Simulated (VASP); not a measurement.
Input of a VASP 6.6.1 run:

Contents of INCAR:

```
SYSTEM = Ge7H2
PREC = Normal
ENCUT = 450
EDIFF = 1E-6
ISMEAR = 0
SIGMA = 0.05
LREAL = Auto
LASPH = .True.
NELM = 80
ALGO = Normal
ISIF = 2
LWAVE = .False.
LCHARG = .False.
LDIPOL = .True.
IDIPOL = 3
DIPOL = 0.5 0.5 0.471
GGA = PE
NBANDS = 224
LVHAR = .True.
LVACPOTAV = .True.
ICORELEVEL = 1
LUSENCCL = .False.
```

Contents of KPOINTS:

```
Automatic mesh
0
Gamma
  4 4 1
  0 0 0
```

File POSCAR:

```
Ge7H2                                   
1.0
    8.1472871600      0.0000000000      0.0000000000
    0.0000000000      8.1472871600      0.0000000000
    0.0000000000      0.0000000000     26.6537950000
  H               Ge            
     8    28
Selective dynamics
Direct
     0.2500000000000000    0.0916564999999991    0.3189039299999976   F   F   F
     0.2500000000000000    0.4083435000000009    0.3189039299999976   F   F   F
     0.2500000000000000    0.5916564999999991    0.3189039299999976   F   F   F
     0.2500000000000000    0.9083435000000009    0.3189039299999976   F   F   F
     0.7500000000000000    0.4083435000000009    0.3189039299999976   F   F   F
     0.7500000000000000    0.0916564999999991    0.3189039299999976   F   F   F
     0.7500000000000000    0.9083435000000009    0.3189039299999976   F   F   F
     0.7500000000000000    0.5916564999999991    0.3189039299999976   F   F   F
     0.2500000000000000    0.2500000000000000    0.3531314000000023   F   F   F
     0.2500000000000000    0.7500000000000000    0.3531314000000023   F   F   F
     0.7500000000000000    0.2500000000000000    0.3531314000000023   F   F   F
     0.7500000000000000    0.7500000000000000    0.3531314000000023   F   F   F
     0.5000000000000000    0.7500000000000000    0.4071668799999983   F   F   F
     0.5000000000000000    0.2500000000000000    0.4071668799999983   F   F   F
     0.0000000000000000    0.7500000000000000    0.4071668799999983   F   F   F
     0.0000000000000000    0.2500000000000000    0.4071668799999983   F   F   F
     0.5000000000000000    0.5000000000000000    0.4612023500000006   F   F   F
     0.5000000000000000    0.0000000000000000    0.4612023500000006   F   F   F
     0.0000000000000000    0.5000000000000000    0.4612023500000006   F   F   F
     0.0000000000000000    0.0000000000000000    0.4612023500000006   F   F   F
     0.7488364117104965    0.0000000000000000    0.5175291915456512   T   T   T
     0.7511635882895035    0.5000000000000000    0.5175291915456512   T   T   T
     0.2486717005470630    0.0000000000000000    0.5125126904335180   T   T   T
     0.2513282994529369    0.5000000000000000    0.5125126904335180   T   T   T
     0.7500000000000000    0.7500000000000000    0.5732418087053105   T   T   T
     0.7500000000000000    0.2500000000000000    0.5732418087053105   T   T   T
     0.2500000000000000    0.7500000000000000    0.5652865602818349   T   T   T
     0.2500000000000000    0.2500000000000000    0.5652865602818349   T   T   T
     0.0096360723703633    0.2328376808132317    0.6249985943061264   T   T   T
     0.0096360723703633    0.7671623191867686    0.6249985943061264   T   T   T
     0.4903639276296367    0.2671623191867682    0.6249985943061264   T   T   T
     0.4903639276296367    0.7328376808132314    0.6249985943061264   T   T   T
     0.0802355368490073    0.0000000000000000    0.6865240279027965   T   T   T
     0.1228059284033748    0.5000000000000000    0.6537141265046479   T   T   T
     0.3771940715966252    0.0000000000000000    0.6537141265046479   T   T   T
     0.4197644631509926    0.5000000000000000    0.6865240279027965   T   T   T
```

Potentials or basis: VASP PAW PBE potentials, release 64 (H, Ge_d).

Command:

```console
$ cat potpaw_PBE.64/H/POTCAR potpaw_PBE.64/Ge_d/POTCAR > POTCAR
$ mpirun -np 1 vasp_std > vasp.out
```

Question: What does it give for the ionisation potential of the upper face?

Answer: 4.63 eV.

Question: Predict the band gap on the k mesh.

Answer: 0.08 eV, indirect (least direct gap 0.14 eV).

Question: Estimate the largest force.

Answer: 0.565 eV/Å.

Forces on the atoms (eV/Å):
```
H    0.002  0.523  0.189
H   -0.002 -0.523  0.189
H   -0.002  0.523  0.189
H    0.002 -0.523  0.189
H   -0.005 -0.533  0.186
H    0.005  0.533  0.186
H    0.005 -0.533  0.186
H   -0.005  0.533  0.186
Ge   0.000  0.000 -0.097
Ge   0.000  0.000 -0.097
Ge   0.000  0.000 -0.126
Ge   0.000  0.000 -0.126
Ge   0.095 -0.001 -0.186
Ge   0.095  0.001 -0.186
Ge  -0.095  0.001 -0.186
Ge  -0.095 -0.001 -0.186
Ge   0.332  0.000 -0.097
Ge   0.209  0.000 -0.088
Ge  -0.209  0.000 -0.088
Ge  -0.332  0.000 -0.097
Ge   0.005  0.000 -0.022
Ge  -0.005  0.000 -0.022
Ge   0.002  0.000  0.014
Ge  -0.002  0.000  0.014
Ge   0.000  0.000  0.004
Ge   0.000  0.000  0.004
Ge   0.000  0.000 -0.024
Ge   0.000  0.000 -0.024
Ge  -0.004  0.003  0.016
Ge  -0.004 -0.003  0.016
Ge   0.004 -0.003  0.016
Ge   0.004  0.003  0.016
Ge  -0.018  0.000  0.008
Ge   0.008  0.000  0.017
Ge  -0.008  0.000  0.017
Ge   0.018  0.000  0.008
```
